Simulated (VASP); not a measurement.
# MoSe2 (P6_3/mmc) in VASP: notebook

One crystal, MoSe2, is run at these levels: PBE; tasks: band structure.

All numbers are computed with VASP 6.6.1; they aren't measurements. Logs are shortened: lines on timing, memory, paths and dates and some standing lists are left out, and cuts for length are marked.

## Step 1: Starting point

The structure is hexagonal, space group P6_3/mmc (No. 194). The conventional cell has a = 3.278 Å, b = 3.278 Å, c = 12.730 Å, α = 90.00°, β = 90.00°, γ = 120.00°. Mo (site symmetry -6m2) has 6 Se at 2.53 Å as nearest neighbours. Around Se (site symmetry 3m) lie 3 Mo at 2.53 Å.

The cell is a database's computed one.

## Step 2: Band structure, PBE

INCAR

```
SYSTEM = MoSe2
ALGO = Fast
EDIFF = 1E-6
ENCUT = 300
GGA = PE
ISIF = 2
ISMEAR = 0
KPAR = 4
LASPH = .TRUE.
LCHARG = .FALSE.
LMAXMIX = 4
LREAL = .FALSE.
LWAVE = .FALSE.
NBANDS = 35
NELM = 120
PREC = Accurate
SIGMA = 0.02
```

KPOINTS

```
k-points
0
G
  12 12 4
  0 0 0
```

POSCAR

```
MoSe2                                   
1.0
    3.2784556598      0.0000000000      0.0000000000
   -1.6392278299      2.8392258566      0.0000000000
    0.0000000000      0.0000000000     12.7295169218
  Mo              Se            
     2     4
Direct
     0.6666666699999979    0.3333333300000021    0.7500000000000000
     0.3333333300000021    0.6666666699999979    0.2500000000000000
     0.3333333300000021    0.6666666699999979    0.8816382259161557
     0.6666666699999979    0.3333333300000021    0.3816382259161557
     0.3333333300000021    0.6666666699999979    0.6183617740838443
     0.6666666699999979    0.3333333300000021    0.1183617740838443
```

KPOINTS_OPT

```
path GMKGALHA,LM,KH
15
line-mode
reciprocal
 0.0000000000  0.0000000000  0.0000000000  G
 0.5000000000  0.0000000000  0.0000000000  M

 0.5000000000  0.0000000000  0.0000000000  M
 0.3333333333  0.3333333333  0.0000000000  K

 0.3333333333  0.3333333333  0.0000000000  K
 0.0000000000  0.0000000000  0.0000000000  G

 0.0000000000  0.0000000000  0.0000000000  G
 0.0000000000  0.0000000000  0.5000000000  A

 0.0000000000  0.0000000000  0.5000000000  A
 0.5000000000  0.0000000000  0.5000000000  L

 0.5000000000  0.0000000000  0.5000000000  L
 0.3333333333  0.3333333333  0.5000000000  H

 0.3333333333  0.3333333333  0.5000000000  H
 0.0000000000  0.0000000000  0.5000000000  A

 0.5000000000  0.0000000000  0.5000000000  L
 0.5000000000  0.0000000000  0.0000000000  M

 0.3333333333  0.3333333333  0.0000000000  K
 0.3333333333  0.3333333333  0.5000000000  H
```

Potentials or basis: VASP PAW PBE potentials, release 64 (Mo_sv, Se).

The run is started by

```bash
> cat potpaw_PBE.64/Mo_sv/POTCAR potpaw_PBE.64/Se/POTCAR > POTCAR
> mpirun -np 4 vasp_std > vasp.out
```

OUTCAR:

```text
SYSTEM = MoSe2
   EDIFF = 1E-6
   ENCUT = 300
   GGA = PE
   ISIF = 2
   ISMEAR = 0
   LASPH = .TRUE.
   LREAL = .FALSE.
   NELM = 120
   PREC = Accurate

 ion  position               nearest neighbor table
   1  0.667  0.333  0.750-   3 2.53   5 2.53   3 2.53   5 2.53   3 2.53   5 2.53
   2  0.333  0.667  0.250-   4 2.53   6 2.53   4 2.53   6 2.53   4 2.53   6 2.53
   3  0.333  0.667  0.882-   1 2.53   1 2.53   1 2.53
   4  0.667  0.333  0.382-   2 2.53   2 2.53   2 2.53
   5  0.333  0.667  0.618-   1 2.53   1 2.53   1 2.53
   6  0.667  0.333  0.118-   2 2.53   2 2.53   2 2.53

  LATTYP: Found a hexagonal cell.
 ALAT       =     3.2784556598
 C/A-ratio  =     3.8827784307

  Lattice vectors:

 A1 = (   3.2784556598,   0.0000000000,   0.0000000000)
 A2 = (  -1.6392278299,   2.8392258566,   0.0000000000)
 A3 = (   0.0000000000,   0.0000000000,  12.7295169218)

Analysis of symmetry for initial positions (statically):
=====================================================================
 Subroutine PRICEL returns:
 Original cell was already a primitive cell.

 Routine SETGRP: Setting up the symmetry group for a
 hexagonal supercell.

 Subroutine GETGRP returns: Found 24 space group operations
 (whereof 12 operations were pure point group operations)
 out of a pool of 24 trial point group operations.

The static configuration has the point symmetry D_3d.
 The point group associated with its full space group is D_6h.

Analysis of symmetry for dynamics (positions and initial velocities):
=====================================================================
 Subroutine PRICEL returns:
 Original cell was already a primitive cell.

 Routine SETGRP: Setting up the symmetry group for a
 hexagonal supercell.

 Subroutine GETGRP returns: Found 24 space group operations
 (whereof 12 operations were pure point group operations)
 out of a pool of 24 trial point group operations.

The dynamic configuration has the point symmetry D_3d.
 The point group associated with its full space group is D_6h.

 Subroutine INISYM returns: Found 24 space group operations
 (whereof 12 operations are pure point group operations),
 and found     1 'primitive' translations

----------------------------------------------------------------------------------------

                                     Primitive cell

  volume of cell :     118.4899

  direct lattice vectors                    reciprocal lattice vectors
     3.278455660  0.000000000  0.000000000     0.305021664  0.176104342  0.000000000
    -1.639227830  2.839225857  0.000000000     0.000000000  0.352208683  0.000000000
     0.000000000  0.000000000 12.729516922     0.000000000  0.000000000  0.078557577

  length of vectors
     3.278455660  3.278455634 12.729516922     0.352208680  0.352208683  0.078557577

  position of ions in fractional coordinates (direct lattice)
     0.666666670  0.333333330  0.750000000
     0.333333330  0.666666670  0.250000000
     0.333333330  0.666666670  0.881638226
     0.666666670  0.333333330  0.381638226
     0.333333330  0.666666670  0.618361774
     0.666666670  0.333333330  0.118361774

  ion indices of the primitive-cell ions
   primitive index   ion index
                 1           1
                 2           2
                 3           3
                 4           4
                 5           5
                 6           6

----------------------------------------------------------------------------------------

 KPOINTS: k-points

Automatic generation of k-mesh.
 Grid dimensions read from file:
 generate k-points for:   12   12    4

 Generating k-lattice:

  Cartesian coordinates                     Fractional coordinates (reciprocal lattice)
     0.025418472  0.014675362  0.000000000     0.083333333 -0.000000000  0.000000000
     0.000000000  0.029350724  0.000000000     0.000000000  0.083333333  0.000000000
     0.000000000  0.000000000  0.019639394     0.000000000  0.000000000  0.250000000

  Length of vectors
     0.029350723  0.029350724  0.019639394

  Shift w.r.t. Gamma in fractional coordinates (k-lattice)
     0.000000000  0.000000000  0.000000000

 Subroutine IBZKPT returns following result:
 ===========================================

 Found     57 irreducible k-points:

 Following reciprocal coordinates:
            Coordinates               Weight
  0.000000  0.000000  0.000000      1.000000
  0.083333  0.000000  0.000000      6.000000
  0.166667 -0.000000  0.000000      6.000000
  0.250000 -0.000000  0.000000      6.000000
  0.333333  0.000000  0.000000      6.000000
  0.416667  0.000000  0.000000      6.000000
[... 16 lines left out ...]
  0.250000 -0.000000  0.250000     12.000000
  0.333333  0.000000  0.250000     12.000000
 [... further k-points ...]
   k-points           NKPTS =     57   k-points in BZ     NKDIM =     57   number of bands    NBANDS=     35
   number of dos      NEDOS =    301   number of ions     NIONS =      6
   total plane-waves  NPLWV =  28800
   dimension x,y,z NGX =    20 NGY =   20 NGZ =   72
   dimension x,y,z NGXF=    40 NGYF=   40 NGZF=  144
   ions per type =               2   4
   NGX,Y,Z   is equivalent  to a cutoff of  10.14, 10.14,  9.40 a.u.
   NGXF,Y,Z  is equivalent  to a cutoff of  20.28, 20.28, 18.81 a.u.
 SYSTEM =  MoSe2
   PREC   = accura    normal or accurate (medium, high low for compatibility)
   ISTART =      0    job   : 0-new  1-cont  2-samecut
   ICHARG =      2    charge: 1-file 2-atom 10-const
   ISPIN  =      1    spin polarized calculation?
   LNONCOLLINEAR =      F non collinear calculations
   LSORBIT =      F    spin-orbit coupling
   LASPH  =      T    aspherical Exc in radial PAW
   ENCUT  =  300.0 eV  22.05 Ry    4.70 a.u.   4.63  4.63 17.98*2*pi/ulx,y,z
   NELM   =    120;   NELMIN=  2; NELMDL= -5     # of ELM steps
   EDIFF  = 0.1E-05   stopping-criterion for ELM
   LREAL  =      F    real-space projection
   EDIFFG = 0.1E-04   stopping-criterion for IOM
   NSW    =      0    number of steps for IOM
   IBRION =     -1    ionic relax: 0-MD 1-quasi-New 2-CG
   NFREE  =      0    steps in history (QN), initial steepest desc. (CG)
   ISIF   =      2    stress and relaxation
   ISYM   =      2    0-nonsym 1-usesym 2-fastsym
   POTIM  = 0.5000    time-step for ionic-motion
   TEBEG  =    0.0;   TEEND  =   0.0 temperature during run
   PSTRESS=    0.0 pullay stress
   NELECT =      52.0000    total number of electrons
   NUPDOWN=      -1.0000    fix difference up-down
   EMIN   =  10.00;   EMAX   =-10.00  energy-range for DOS
   EFERMI =   0.00;   METHOD = LEGACY
   ISMEAR =     0;   SIGMA  =   0.02  broadening in eV -4-tet -1-fermi 0-gaus
   EFERMI_NEDOS =   21; number of points for ismear=-14 and -15
   IALGO  =     68    algorithm
   IMIX   =      4    mixing-type and parameters
     AMIX     =   0.40;   BMIX     =  1.00
     AMIX_MAG =   1.60;   BMIX_MAG =  1.00
  volume/ion in A,a.u.               =      19.75       133.27
  Fermi-wavevector in a.u.,A,eV,Ry     =   1.244082  2.350973 21.058270  1.547739
  Thomas-Fermi vector in A             =   2.378364
   LORBIT       =      0    0 simple, 1 ext, 2 COOP (PROOUT), +10 PAW based schemes
   GGA     = PE    functional components
   LHFCALC =     F    Hartree Fock is set to
   AEXX    =    0.0000 exact exchange contribution
   IVDW    =     0    specifies the selected vdW correction
   LEPSILON=     F    determine dielectric tensor
   LRPA    =     F    only Hartree local field effects (RPA)
 non-spin polarized calculation
 RMM-DIIS sequential band-by-band and
 Gauss-broadening in eV      SIGMA  =   0.02
  energy-cutoff  :      300.00
  volume of cell :      118.49
 maximum number of plane-waves:      1416
 NGX is ok and might be reduce to    20
   NGX =  9   NGY =  9   NGZ = 35

 number of electron      52.0000002 magnetization

 Free energy of the ion-electron system (eV)
  ---------------------------------------------------
  ext. energy  EPLUGINS =         0.00000000
  ---------------------------------------------------
  free energy    TOTEN  =       -39.80698488 eV

  energy without entropy =      -39.80698488  energy(sigma->0) =      -39.80698488

 E-fermi :   6.9598     XC(G=0): -10.8307

 val. band max:        6.7229438511   @ k =   0.0000   0.0000   0.0000
 cond. band min:       7.4886121181   @ k =   0.1667   0.1667   0.0000
 fundamental gap:      0.7656682670
 Fermi energy:         6.9598111509

 k-point     1 :       0.0000    0.0000    0.0000
  band No.  band energies     occupation
      1     -54.4517      2.00000
      2     -54.4514      2.00000
      3     -28.6416      2.00000
      4     -28.6415      2.00000
      5     -28.4432      2.00000
      6     -28.4432      2.00000
[... 27 lines left out ...]
     34       9.5780      0.00000
     35      12.1688      0.00000

 k-point     2 :       0.0833    0.0000    0.0000
  band No.  band energies     occupation
      1     -54.4501      2.00000
      2     -54.4499      2.00000
      3     -28.6378      2.00000
      4     -28.6377      2.00000
      5     -28.4619      2.00000
      6     -28.4619      2.00000
[... 27 lines left out ...]
     34       9.4479      0.00000
     35      12.6440      0.00000

 k-point     3 :       0.1667   -0.0000    0.0000
  band No.  band energies     occupation
      1     -54.4454      2.00000
      2     -54.4452      2.00000
      3     -28.6271      2.00000
      4     -28.6271      2.00000
      5     -28.5128      2.00000
      6     -28.5128      2.00000
[... 27 lines left out ...]
     34       9.8211      0.00000
     35      13.5714      0.00000
[... 723 lines left out ...]
 k-point    23 :       0.2500   -0.0000    0.2500
  band No.  band energies     occupation
      1     -54.4389      2.00000
      2     -54.4388      2.00000
      3     -28.6125      2.00000
      4     -28.6125      2.00000
      5     -28.5817      2.00000
      6     -28.5817      2.00000
[... 27 lines left out ...]
     34      10.1525      0.00000
     35      13.7162      0.00000

 k-point    24 :       0.3333    0.0000    0.2500
  band No.  band energies     occupation
      1     -54.4324      2.00000
      2     -54.4324      2.00000
      3     -28.6498      2.00000
      4     -28.6498      2.00000
      5     -28.5979      2.00000
      6     -28.5979      2.00000
[... 27 lines left out ...]
     34      10.4040      0.00000
     35      12.8986      0.00000

 [... further k-points ...]

------------------------ aborting loop because EDIFF is reached ----------------------------------------

  FORCE on cell =-STRESS in cart. coord.  units (eV):
  Direction    XX          YY          ZZ          XY          YZ          ZX
  --------------------------------------------------------------------------------------
  -------------------------------------------------------------------------------------
  Total        2.8327671      2.8327670      2.8621594      0.0000000     -0.0000000      0.0000000
  in kB       38.3036601     38.3036593     38.7010926      0.0000000     -0.0000000      0.0000000
  external PRESSURE =      38.4361373 kB  Pullay stress =       0.0000000 kB

 VOLUME and BASIS-vectors are now :
 -----------------------------------------------------------------------------
  energy-cutoff  :      300.00
  volume of cell :      118.49
      direct lattice vectors                 reciprocal lattice vectors
     3.278455660  0.000000000  0.000000000     0.305021664  0.176104342  0.000000000
    -1.639227830  2.839225857  0.000000000     0.000000000  0.352208683  0.000000000
     0.000000000  0.000000000 12.729516922     0.000000000  0.000000000  0.078557577

 POSITION                                       TOTAL-FORCE (eV/Angst)
 -----------------------------------------------------------------------------------
      1.63923      0.94641      9.54714        -0.000000      0.000000      0.000000
     -0.00000      1.89282      3.18238         0.000000     -0.000000      0.000000
     -0.00000      1.89282     11.22283         0.000000      0.000000      0.002724
      1.63923      0.94641      4.85807         0.000000     -0.000000      0.002724
     -0.00000      1.89282      7.87145         0.000000      0.000000     -0.002724
      1.63923      0.94641      1.50669         0.000000     -0.000000     -0.002724
 -----------------------------------------------------------------------------------
    total drift:                               -0.000013      0.000008     -0.000000

  FREE ENERGIE OF THE ION-ELECTRON SYSTEM (eV)
  ---------------------------------------------------
  free  energy   TOTEN  =       -39.8069848780 eV

  energy  without entropy=      -39.8069848780  energy(sigma->0) =      -39.80698488
```

Wall time 74 s (4 MPI ranks of Intel Xeon Platinum 8259CL at 2.50GHz (Skylake/Cascade Lake), shared host); peak memory 0.27 GiB.

What came out:

- Free energy: -39.8070 eV
- Pressure: 3.8 GPa
- Band gap on the k mesh: 0.77 eV, indirect (least direct gap 1.46 eV)
- Band gap along the path: 0.73 eV, indirect (least direct gap 1.46 eV)

Forces on the atoms (eV/Å):
```
Mo   0.000  0.000  0.000
Mo   0.000  0.000  0.000
Se   0.000  0.000  0.003
Se   0.000  0.000  0.003
Se   0.000  0.000 -0.003
Se   0.000  0.000 -0.003
```

Levels at the corners of the path, in eV from the valence-band top:
```tsv
point	band 24	band 25	band 26	band 27	band 28	band 29
Γ	-1.19	-0.68	0.00	2.46	2.46	2.55
M	-1.20	-1.12	-0.87	1.55	1.61	1.79
M	-1.20	-1.12	-0.87	1.55	1.61	1.79
K	-2.39	-0.54	-0.29	1.16	1.16	1.50
K	-2.39	-0.54	-0.29	1.16	1.16	1.50
Γ	-1.19	-0.68	0.00	2.46	2.46	2.55
Γ	-1.19	-0.68	0.00	2.46	2.46	2.55
A	-1.51	-0.16	-0.16	2.48	2.48	2.48
A	-1.51	-0.16	-0.16	2.48	2.48	2.48
L	-1.17	-1.03	-1.03	1.58	1.58	2.00
L	-1.17	-1.03	-1.03	1.58	1.58	2.00
H	-2.63	-0.44	-0.44	1.17	1.17	2.05
H	-2.63	-0.44	-0.44	1.17	1.17	2.05
A	-1.51	-0.16	-0.16	2.48	2.48	2.48
L	-1.17	-1.03	-1.03	1.58	1.58	2.00
M	-1.20	-1.12	-0.87	1.55	1.61	1.79
K	-2.39	-0.54	-0.29	1.16	1.16	1.50
H	-2.63	-0.44	-0.44	1.17	1.17	2.05
```

Caveat: the cutoff is under 1.25 times the usual one of these potentials, so pressure, stress and relaxed cells hold a basis-set (Pulay) error; this functional lacks dispersion, which binds the layers, so the pressure and a relaxed spacing across them are unreliable.

## Step 3: Band structure, PBE

Changes to INCAR since step 2:

```diff
@@ -3,3 +3,3 @@
 EDIFF = 1E-6
-ENCUT = 300
+ENCUT = 600
 GGA = PE
```

KPOINTS is that of step 2.

POSCAR is that of step 2.

KPOINTS_OPT is that of step 2.

Potentials or basis: VASP PAW PBE potentials, release 64 (Mo_sv, Se).

The run is started by

```bash
> cat potpaw_PBE.64/Mo_sv/POTCAR potpaw_PBE.64/Se/POTCAR > POTCAR
> mpirun -np 4 vasp_std > vasp.out
```

Run time: 3.7 min. Hardware: 4 MPI ranks of Intel Xeon Platinum 8259CL at 2.50GHz (Skylake/Cascade Lake), shared host; peak memory 0.58 GiB.

It converged, with:

* Free energy: -39.8119 eV
* Pressure: 3.9 GPa
* Band gap on the k mesh: 0.77 eV, indirect (least direct gap 1.46 eV)
* Band gap along the path: 0.73 eV, indirect (least direct gap 1.46 eV)

Forces on the atoms (eV/Å):
```
Mo   0.000  0.000  0.000
Mo   0.000  0.000  0.000
Se   0.000  0.000 -0.002
Se   0.000  0.000 -0.002
Se   0.000  0.000  0.002
Se   0.000  0.000  0.002
```

Levels at the corners of the path, in eV from the valence-band top:
```tsv
point	band 24	band 25	band 26	band 27	band 28	band 29
Γ	-1.19	-0.68	0.00	2.46	2.46	2.55
M	-1.19	-1.12	-0.87	1.55	1.61	1.78
M	-1.19	-1.12	-0.87	1.55	1.61	1.78
K	-2.39	-0.54	-0.29	1.16	1.16	1.50
K	-2.39	-0.54	-0.29	1.16	1.16	1.50
Γ	-1.19	-0.68	0.00	2.46	2.46	2.55
Γ	-1.19	-0.68	0.00	2.46	2.46	2.55
A	-1.51	-0.16	-0.16	2.48	2.48	2.48
A	-1.51	-0.16	-0.16	2.48	2.48	2.48
L	-1.17	-1.03	-1.03	1.57	1.57	2.00
L	-1.17	-1.03	-1.03	1.57	1.57	2.00
H	-2.63	-0.44	-0.44	1.17	1.17	2.05
H	-2.63	-0.44	-0.44	1.17	1.17	2.05
A	-1.51	-0.16	-0.16	2.48	2.48	2.48
L	-1.17	-1.03	-1.03	1.57	1.57	2.00
M	-1.19	-1.12	-0.87	1.55	1.61	1.78
K	-2.39	-0.54	-0.29	1.16	1.16	1.50
H	-2.63	-0.44	-0.44	1.17	1.17	2.05
```

Caveat: this functional lacks dispersion, which binds the layers, so the pressure and a relaxed spacing across them are unreliable.
